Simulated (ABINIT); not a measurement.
HfC:

```
CELL_PARAMETERS angstrom
0.00000 2.32500 2.32500
2.32500 0.00000 2.32500
2.32500 2.32500 0.00000
ATOMIC_POSITIONS crystal
Hf 0.50000 0.50000 0.50000
C 0.00000 0.00000 0.00000
```

Program: ABINIT 10.8.3 (patched build). Alike in all runs: potentials or basis JTH PAW PBE v2.0; cell as given; cutoff (eV) 544; smearing fermi-dirac 0.05 eV. Hardware: 1 thread of Arm Neoverse V1, on a shared host.

Order these runs on this cell by their wall time, lowest first.
A. task single point; level PBEsol; spin off; k mesh 6 × 6 × 6; mesh quality coarse
B. task band structure; level HCTH407; spin off; k mesh 10 × 10 × 10; mesh quality not flagged
C. task band structure; level PBE; spin SOC, no magnetisation; k mesh 10 × 10 × 10; mesh quality not flagged

A (11 s), B (42 s), C (230 s).

Caveats: some runs use coarse meshes.

Not every run made on this cell is shown here.
